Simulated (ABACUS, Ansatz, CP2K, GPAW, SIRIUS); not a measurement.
## Cost and result for the equilibrium volume of ZnSe

Space group F-43m (No. 216). a = 5.668 Å, b = 5.668 Å, c = 5.668 Å, α = 90.00°, β = 90.00°, γ = 90.00°
```json
{"atom": "Se", "site": "4c", "symmetry": "-43m", "x": "0.2500", "y": "0.2500", "z": "0.2500"}
{"atom": "Zn", "site": "4a", "symmetry": "-43m", "x": "0.0000", "y": "0.0000", "z": "0.0000"}
```

```csv
rung,level,program and potentials,cutoff (eV),k mesh,smearing,task,core time,chip,equilibrium volume (Å³/atom),notes
GGA,PBE,"GPAW, GPAW PAW data sets (gpaw-data 1.2.1)",600,7 × 7 × 7,fermi-dirac 0.05,equation of state,28 s,AMD EPYC 9R45 Zen 5,23.55,-
GGA + dispersion,RPBE+D4,"GPAW, the program's PAW data sets (release 1.2.1) made for this functional",600,7 × 7 × 7,fermi-dirac 0.05,equation of state,31 s,AMD EPYC 9R45 Zen 5,22.54,-
GGA + dispersion,revPBE+D4,"Ansatz, all-electron LAPW, scalar-relativistic",-,8 × 8 × 8,fermi-dirac 0.05,relaxation of cell and atoms,61 s,Intel Xeon Skylake/Cascade Lake,22.47,-
GGA,PBE,"GPAW, PAW data sets generated for this functional",600,7 × 7 × 7,fermi-dirac 0.05,equation of state,3 min,Intel Xeon Skylake/Cascade Lake,23.55,-
LDA,LDA,"CP2K, GTH_POTENTIALS Se GTH-PADE-q6, Zn GTH-PADE-q12; TZVP-MOLOPT-PBE-GTH basis",-,8 × 8 × 8,fermi-dirac 0.1,equation of state,4.4 min,Arm Neoverse V2,21.69,atomic basis
GGA,AM05,"SIRIUS, all-electron FP-LAPW, apw+lo standard",-,8 × 8 × 8,fermi-dirac 0.05,equation of state,6.9 min,Arm Neoverse V1,22.51,-
GGA,PBE,"ABACUS, GBRV ultrasoft 1.5 PBE, plane waves",544,6 × 6 × 6,fermi-dirac 0.05,equation of state,6.9 min,Intel Xeon Platinum 8488C Sapphire Rapids,23.61,-
```

Times are single runs on shared hosts and different chips, so they are rough; meshes, cutoffs and the tasks' sizes weigh on the time. All rows: no spin polarisation. Smearing widths are in eV. Meshes differ between rows, which moves values too. Meshes are those of the run's cell of 2 atoms unless a note names another. Relaxations start from the cell shown or near it and stop with a little pressure left. Misses use the values as printed. Runs on faulty files, with rough fits or with known faults for this quantity aren't shown. No row holds spin-orbit coupling.

Measured: 22.77 Å³/atom at 300 K (a printed reference work).

Question: Which of the timed runs without a coarse mesh or an atomic basis is the cheapest that comes within 1.5 % of the measured equilibrium volume?

Answer: RPBE+D4 (GPAW, the program's PAW data sets (release 1.2.1) made for this functional): 22.54 Å³/atom in 31 s. One crystal doesn't make the level reliable, since errors can cancel. The runs are for a static lattice, while measurements hold temperature and zero-point motion.
